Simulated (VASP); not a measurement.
# BN (Qingsongite): lattice, stiffness and zone-centre modes, part 2 of 2

What lattice, stiffness and vibrations does BN (Qingsongite) have at one level of theory? The starting structure is a measured crystal structure from the Crystallography Open Database. All runs use LDA.

VASP 6.6.1.

So far. Step 3 (Elastic constants): The elastic tensor has C11 = 825.3, C12 = 192.9, C44 = 475.5 GPa; its Hill averages are a bulk modulus of 403.7 and a shear modulus of 403.8 GPa. Step 4 (Modes of the relaxed cell): The zone-centre modes at 5.751 Å³ an atom are T2 1067.6 cm⁻¹.

### Step 5. Modes at 0.97 of that volume (continued)

Level of this step: LDA; plane waves and PAW (N, B) (VASP).

Parts of OUTCAR (step 5):

```text
  Total        0.9024504      0.9024504      0.9024504     -0.0000000      0.0000000     -0.0000000
  in kB      129.6003230    129.6003230    129.6003230     -0.0000000      0.0000000     -0.0000000
  external PRESSURE =     129.6003230 kB  Pullay stress =       0.0000000 kB

 POSITION                                       TOTAL-FORCE (eV/Angst)
 -----------------------------------------------------------------------------------
      2.66026      2.66026      2.66026        -0.000000     -0.000000     -0.000000
      0.00000      0.00000      0.00000         0.000000      0.000000      0.000000
 -----------------------------------------------------------------------------------
    total drift:                                0.000000      0.000000      0.000000

 MACROSCOPIC STATIC DIELECTRIC TENSOR (including local field effects in DFT)
 ------------------------------------------------------
           4.539876    -0.000000     0.000000
          -0.000000     4.539876     0.000000
           0.000000     0.000000     4.539876
 ------------------------------------------------------

 MACROSCOPIC STATIC DIELECTRIC TENSOR IONIC CONTRIBUTION
 ------------------------------------------------------
           2.036517     0.000000     0.000000
           0.000000     2.036517     0.000000
           0.000000     0.000000     2.036517
 ------------------------------------------------------

[... 1 part as in an earlier step ...]

[... 1 further part left out ...]
```

The zone-centre modes at 5.578 Å³ an atom are T2 1107.9 cm⁻¹.

### Step 6. Modes at 1.03 of that volume

Shape and positions were first relaxed at this volume, in a run that isn't shown.

File INCAR:

```
SYSTEM = BN
PREC = Accurate
ENCUT = 560
EDIFF = 1E-08
NELM = 100
ISMEAR = 0
SIGMA = 0.03
LREAL = .FALSE.
ALGO = Normal
GGA = CA
NBANDS = 10
LORBIT = 11
LWAVE = .FALSE.
LCHARG = .FALSE.
KPAR = 4
IBRION = 8
LEPSILON = .TRUE.
LPEAD = .TRUE.
ISIF = 2
```

File POSCAR:

```
BN
1.0
    0.0000000000      1.8093438574      1.8093438574
    1.8093438574      0.0000000000      1.8093438574
    1.8093438574      1.8093438574      0.0000000000
N B
1 1
Direct
    0.7500000000      0.7500000000      0.7500000000
    0.0000000000      0.0000000000      0.0000000000
```

File KPOINTS:

```
Automatic mesh
0
Gamma
20 20 20
0 0 0
```

Potentials, in the order of the species: N and B (LDA family, release 64).

Launch:

```
$ mpirun -np 4 vasp_std
```

Log:

```text
[... set-up lines as in an earlier step ...]
 entering main loop
       N       E                     dE             d eps       ncg     rms          rms(c)
DAV:   1     0.837901635755E+01    0.83790E+01   -0.53230E+03  5256   0.839E+02
DAV:   2    -0.200720114391E+02   -0.28451E+02   -0.27580E+02  6188   0.160E+02
DAV:   3    -0.205270514960E+02   -0.45504E+00   -0.45417E+00  5986   0.177E+01
DAV:   4    -0.205276103426E+02   -0.55885E-03   -0.55881E-03  5592   0.742E-01
[...]
DAV:  11    -0.194029716581E+02   -0.49176E-06   -0.19468E-06  5642   0.993E-03    0.630E-03
DAV:  12    -0.194029715803E+02    0.77758E-07   -0.54711E-07  5650   0.457E-03    0.215E-04
DAV:  13    -0.194029715811E+02   -0.81855E-09   -0.85822E-09  3222   0.940E-04
   1 F= -.19402972E+02 E0= -.19402972E+02  d E =-.347390E-22
 Linear response reoptimize wavefunctions to high precision
DAV:   1    -0.194029715811E+02    0.20577E-10   -0.21512E-10  3482   0.177E-04
 Linear response to external field (no local field effect), progress :
  Direction:   1
[...]
RMM:  10    -0.226528971171E+00   -0.46076E-09    0.18000E-08 30712   0.838E-06    0.406E-07
 first order change of Fermi-energy   0.10238E-03
 force on displaced ion       1 direction 1 : -23.778  -0.000  -0.000
 Born effective charge ion    1 direction 1 :  -1.888   0.000   0.000
 Linear response progress:
  Degree of freedom:   2/  2
       N       E                     dE             d eps       ncg     rms          rms(c)
RMM:   1    -0.410828701722E-01   -0.41083E-01   -0.23268E-02 59769   0.133E+00
RMM:   2    -0.357960897188E-01    0.52868E-02   -0.10799E-04 35881   0.240E-01    0.141E-01
RMM:   3    -0.358105524337E-01   -0.14463E-04    0.23084E-05 37452   0.736E-02    0.794E-02
RMM:   4    -0.360799996635E-01   -0.26945E-03   -0.48762E-05 37405   0.839E-02    0.741E-03
[...]
RMM:   8    -0.360722495601E-01   -0.58500E-07    0.30298E-08 39048   0.275E-05    0.978E-06
RMM:   9    -0.360722004280E-01    0.49132E-07    0.27755E-08 39948   0.110E-05    0.885E-07
RMM:  10    -0.360721991438E-01    0.12841E-08    0.36928E-08 25870   0.393E-06    0.329E-07
 first order change of Fermi-energy  -0.47015E-05
 force on displaced ion       2 direction 1 : -23.777  -0.000  -0.000
 Born effective charge ion    2 direction 1 :   1.888   0.000   0.000
 Born effective charges drift removed
 Linear response finished
```

It took 3.4 min on 4 MPI ranks of Intel Xeon Platinum 8488C (Sapphire Rapids), shared host; peak memory 2.5 GiB; 14 min of CPU time.

OUTCAR, selected parts (step 6):

```text
  Total       -0.8341729     -0.8341729     -0.8341729      0.0000000      0.0000000      0.0000000
  in kB     -112.8166859   -112.8166859   -112.8166859      0.0000000      0.0000000      0.0000000
  external PRESSURE =    -112.8166859 kB  Pullay stress =       0.0000000 kB

 POSITION                                       TOTAL-FORCE (eV/Angst)
 -----------------------------------------------------------------------------------
      2.71402      2.71402      2.71402         0.000000      0.000000      0.000000
      0.00000      0.00000      0.00000        -0.000000     -0.000000     -0.000000
 -----------------------------------------------------------------------------------
    total drift:                                0.000000      0.000000      0.000000

 MACROSCOPIC STATIC DIELECTRIC TENSOR (including local field effects in DFT)
 ------------------------------------------------------
           4.593462     0.000000     0.000000
           0.000000     4.593462    -0.000000
          -0.000000     0.000000     4.593462
 ------------------------------------------------------

 MACROSCOPIC STATIC DIELECTRIC TENSOR IONIC CONTRIBUTION
 ------------------------------------------------------
           2.290069    -0.000000    -0.000000
          -0.000000     2.290069     0.000000
          -0.000000     0.000000     2.290069
 ------------------------------------------------------

[... 1 part as in an earlier step ...]

[... 1 further part left out ...]
```

The zone-centre modes at 5.923 Å³ an atom are T2 1029.5 cm⁻¹.

### Step 7. All runs side by side

```csv
run,volume (Å³/atom),T2,core minutes
relaxation,5.751,-,0.173
elastic constants,5.751,-,8.67
modes of the relaxed cell,5.751,1067.6,13.9
modes at 0.97 of that volume,5.578,1107.9,13.8
modes at 1.03 of that volume,5.923,1029.5,13.7
```

Modes are in cm⁻¹, degenerate ones as one, matched by symmetry and order. A number in brackets counts the listed modes of one symmetry from the lowest. The symmetry labels come from an automatic analysis and can be wrong where levels nearly coincide. Core minutes are wall time times ranks of the run shown, on a shared host.

### Step 8. Summary of results

```
relaxed volume                : 5.751 Å³/atom
bulk modulus from two volumes : 403 GPa
Hill shear modulus            : 404 GPa
mode T2                       : 1067.6 cm⁻¹
Grüneisen parameter of T2     : 1.22
```

At the LDA level BN (Qingsongite) relaxes to 5.75 Å³ an atom. The bulk modulus is 402.9 GPa from the pressures at two volumes and 403.7 GPa as the Hill average of the elastic tensor, so the two routes agree. The mode Grüneisen parameters, from the cells at 0.97 and 1.03 of the volume, come to 1.22 (T2). The dielectric constants and Born charges in the logs aren't compared here; at a small gap they can be far off, and in a run without a gap they mean nothing. The frequencies are harmonic, and the splitting of polar modes by their long-range field is left out. All values are for a static lattice. Further runs on this material are not shown.

[Lines on the potential files, build, host, timing and source positions are cut from VASP's logs without a mark.]

[Logs are printed without paths, hosts, clocks, repeated set-up lines and the standing remarks that a program may print on its own settings, such as how far it seeks lower states.]

[Hosts, paths, dates, database ids (printed as entryN), source tags and the programs' standing remarks are cut or masked in the printed files.]
